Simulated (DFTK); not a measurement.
Runs of DFTK 0.8.2 on Au. Symmetry: Fm-3m, No. 225, cubic system. The conventional cell has a = 4.070 Å, b = 4.070 Å, c = 4.070 Å, α = 90.00°, β = 90.00°, γ = 90.00°. Around Au (site symmetry m-3m) lie 12 Au at 2.88 Å. 

```tsv
task	level	potentials or basis	cell	k mesh	cutoff (eV)	valence electrons	SCF solver	mesh quality	gap on the mesh (eV)	pressure (GPa)	V0 of scaled cells (Å³/atom)	B0 (GPa)
single point	PBEsol	dojo.nc.sr.pbesol.v0_4_1.standard.upf (PBEsol)	cell strained at random at fixed volume	11 × 11 × 11	1034	Au 19	-	not flagged	none	1.4	-	-
band structure	BJ06	in-house norm-conserving set (r2SCAN, scalar relativistic)	as given	10 × 10 × 10	1034	Au 19	-	not flagged	none	-	-	-
equation of state	r2SCAN	in-house norm-conserving set (r2SCAN, scalar relativistic)	as given	7 × 7 × 7	1034	Au 19	ScfAndersonSolver	coarse	-	-	17.51	157
equation of state	PBEsol	dojo.nc.sr.pbesol.v0_4_1.standard.upf (PBEsol)	as given	11 × 11 × 11	1034	Au 19	-	not flagged	-	-	16.97	176
equation of state	PBEsol	cp2k.nc.sr.pbe.v0_1.semicore.gth (PBE, GTH)	as given	9 × 9 × 9	1197	Au 11	-	not flagged	-	-	(b)	169
band structure	r2SCAN	in-house norm-conserving set (r2SCAN, scalar relativistic)	as given	10 × 10 × 10	1034	Au 19	-	not flagged	none	7.6	-	-
single point	PBEsol	dojo.nc.sr.pbesol.v0_4_1.standard.upf (PBEsol)	as given	11 × 11 × 11	1034	Au 19	-	not flagged	none	1.2	-	-
band structure	PBEsol	cp2k.nc.sr.pbe.v0_1.semicore.gth (PBE, GTH)	as given	11 × 11 × 11	1197	Au 11	-	not flagged	none	8.1	-	-
band structure	LDA	cp2k.nc.sr.lda.v0_1.semicore.gth (LDA, GTH)	as given	11 × 11 × 11	1197	Au 11	-	not flagged	none	(c)	-	-
equation of state	LDA	cp2k.nc.sr.lda.v0_1.semicore.gth (LDA, GTH)	as given	9 × 9 × 9	1197	Au 11	-	not flagged	-	-	17.04	(a)
```

Alike in all rows: no spin polarisation; smearing fermi-dirac 0.05 eV.

Task: Estimate the missing entries.

Result: (a) 187; (b) 17.59; (c) 2.1.

Caveats: some runs use coarse meshes; spin-orbit coupling is left out, which moves the levels of the heavy elements (some runs); GTH potentials come without recommended cutoffs, and this one wasn't checked for convergence (some runs); the potentials were made for another functional, which shifts forces and pressure (some runs); the program leaves the constant c of mgga_x_tb09 at 1, so the potential is Becke-Johnson's (BJ06) and not Tran and Blaha's, with levels but no total energy (some runs).

A k mesh can miss the band edges, and the runs leave out spin-orbit coupling on Au.

A gap of «none» marks a metal or a gap under the smearing width.
